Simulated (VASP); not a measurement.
A run of VASP 6.6.1 is set up as follows.

INCAR

```
SYSTEM = CdF2
PREC     = Accurate       ! precision mode
ENCUT    = 520            ! plane-wave cutoff, eV
EDIFF    = 1E-6           ! SCF threshold, eV
ISMEAR   = 0              ! smearing method
SIGMA    = 0.01           ! smearing width, eV
LREAL    = .False.        ! projectors in reciprocal space
LASPH    = .True.         ! aspherical terms in the spheres
NELM     = 80             ! most SCF steps
ALGO     = Normal         ! electronic algorithm
ISIF     = 2              ! what is computed and relaxed
LWAVE    = .False.        ! write WAVECAR
LCHARG   = .True.         ! write CHGCAR
GGA      = PE             ! functional
IVDW     = 12             ! dispersion correction
LELF     = .True.         ! ELF
LVHAR    = .True.       
NBANDS   = 20             ! bands
```

The input KPOINTS:

```
Automatic mesh
0
Gamma
  8 8 8
  0 0 0
```

Contents of POSCAR:

```
CdF2
1.0
    0.0000000000      2.7225785600      2.7225785600
    2.7225785600      0.0000000000      2.7225785600
    2.7225785600      2.7225785600      0.0000000000
Cd F
1 2
Direct
    0.0000000000      0.0000000000      0.0000000000
    0.2500000000      0.2500000000      0.2500000000
    0.7500000000      0.7500000000      0.7500000000
```

Potentials or basis: VASP PAW PBE potentials, release 64 (Cd, F).

The run is started by

```console
$ cat potpaw_PBE.64/Cd/POTCAR potpaw_PBE.64/F/POTCAR > POTCAR
$ mpirun -np 1 vasp_std > vasp.out
```

(1) What does it give for the band gap on the k mesh?

(2) Estimate the dispersion energy per atom.

Answers

(1) 2.96 eV, indirect (least direct gap 3.49 eV).

(2) -0.162 eV.
